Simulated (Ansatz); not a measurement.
Method: DFT PBE, scalar-relativistic, plane waves, PAW (Ansatz). All cells share a 420 eV cutoff and Γ-centred k meshes spaced at most about 0.3 Å⁻¹ (about 0.25 or finer for metals, 2π included). No spin polarisation.

Temperature and zero-point effects are left out.

Compare these two cells of In3GaP4, each relaxed at this level.

A.

```yaml
crystal:
  lattice:
    - [4.12683, 0.00000, 0.00000]
    - [0.00000, 4.12683, 0.00000]
    - [0.00000, 0.00000, 11.73978]
  atoms:
    - { symbol: In, position: [0.00000, 0.00000, 0.74086] }
    - { symbol: In, position: [0.50000, 0.50000, 0.00000] }
    - { symbol: In, position: [0.00000, 0.00000, 0.25914] }
    - { symbol: Ga, position: [0.50000, 0.50000, 0.50000] }
    - { symbol: P, position: [0.50000, 0.00000, 0.87040] }
    - { symbol: P, position: [0.00000, 0.50000, 0.12960] }
    - { symbol: P, position: [0.50000, 0.00000, 0.38955] }
    - { symbol: P, position: [0.00000, 0.50000, 0.61045] }
```

B.

```yaml
crystal:
  lattice:
    - [5.46137, 0.00000, 0.00000]
    - [0.00000, 5.46137, 0.00000]
    - [0.00000, 0.00000, 5.46137]
  atoms:
    - { symbol: In, position: [0.00000, 0.00000, 0.50000] }
    - { symbol: In, position: [0.50000, 0.00000, 0.00000] }
    - { symbol: In, position: [0.00000, 0.50000, 0.00000] }
    - { symbol: Ga, position: [0.50000, 0.50000, 0.50000] }
    - { symbol: P, position: [0.50000, 0.50000, 0.00000] }
    - { symbol: P, position: [0.00000, 0.50000, 0.50000] }
    - { symbol: P, position: [0.50000, 0.00000, 0.50000] }
    - { symbol: P, position: [0.00000, 0.00000, 0.00000] }
```

Question: Which is lower in energy, and by how much?

Answer: A is lower, by 0.31 eV/atom. A has In and Ga ordered on zinc blende sites, space group P-4m2 (No. 115), 25.0 Å³/atom and a gap of 0.57 eV on its mesh; B has In and Ga ordered on rock salt sites, space group Pm-3m (No. 221), 20.4 Å³/atom and no gap. Counting P atoms around Ga and In (those within 1.25 times the shortest such distance or 1.15 times the sum of covalent radii; the shortest distance is added where it is long for a bond), A has In 4, Ga 4 and B has In 6, Ga 6 from 2.7 Å. The lower one is the more open, so pressure narrows the difference. In A, around In on a site of symmetry 2mm lie 4 P at 2.56–2.57 Å; around Ga lie 4 P at 2.44 Å; P on its first site is surrounded by 4 In at 2.56 Å; 2 more sites not described. In B, In has 6 P at 2.73 Å; Ga is surrounded by 6 P at 2.73 Å; around P on a site of symmetry 4/mmm lie 2 Ga at 2.73 Å and 4 In at 2.73 Å; 1 more site not described. Both come from invented guesses.

Kohn–Sham gaps at this level usually fall short of measured ones. Cells relaxed within their symmetry can be saddle points.
